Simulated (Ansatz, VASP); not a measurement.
# Au: VASP beside Ansatz

INCAR

```
PREC = Accurate
ENCUT = 520
EDIFF = 1E-6
ISMEAR = 0
SIGMA = 0.15
LREAL = False
LASPH = True
NELM = 60
ALGO = Normal
ISIF = 2
LWAVE = False
LCHARG = False
GGA = PS
NBANDS = 12
```

The input KPOINTS:

```
regular mesh
0
Gamma
  20 20 20
```

Contents of POSCAR:

```
Au
1.0
   -1.5909782400      1.5909782400      1.6572690000
    1.5909782400     -1.5909782400      1.6572690000
    1.5909782400      1.5909782400     -1.6572690000
Au
1
Direct
    0.0000000000      0.0000000000      0.0000000000
```

Input for Ansatz:

```yaml
crystal:
  lattice:
    - [-1.59097824, 1.59097824, 1.657269]
    - [1.59097824, -1.59097824, 1.657269]
    - [1.59097824, 1.59097824, -1.657269]
  atoms:
    - { symbol: Au, position: [0.0, 0.0, 0.0] }
basis:
  ecutwfc: 420
kpoints:
  mp_grid: { grid: [20, 20, 20] }
hamiltonian:
  xc: pbesol
scf:
  occupations: { method: gaussian, width: 0.15 }
output:
  forces: true
  stress: true
  eigenvalues: true
```

Change from the starting cell: strain -0.040 along x and y, +0.000 along z, atoms carried along.

Alike in both runs: task single point; functional PBEsol; k mesh 20 × 20 × 20; occupations gaussian, width 0.15 eV; no spin polarisation.

|  | VASP | Ansatz |
| --- | --- | --- |
| version | VASP 6.6.1 | Ansatz 0.2.0 |
| potentials or method | VASP PAW PBE potentials, release 64 (Au) | scalar-relativistic, plane waves, PAW |
| plane-wave cutoff (eV) | 520 | 420 |
| valence electrons in the cell | 11 | 19 |

```tsv
	VASP	Ansatz	Ansatz less VASP
gap on the k mesh at the Fermi level (eV)	none	none	-
pressure (GPa)	2.6	2.9	+0.31
largest component of the traceless stress (GPa)	0.12	0.12	-0.002
```

A gap of «none» marks a metal or a gap that the smearing closes. The functional is the same, so the differences come from potentials, cutoffs and numerics. The two sets of potentials don't hold the same shells in valence.

Caveats: the PAW data sets were made with another functional, which shifts forces and pressure a little (VASP). Spin-orbit coupling is left out, which matters for the levels of Au.
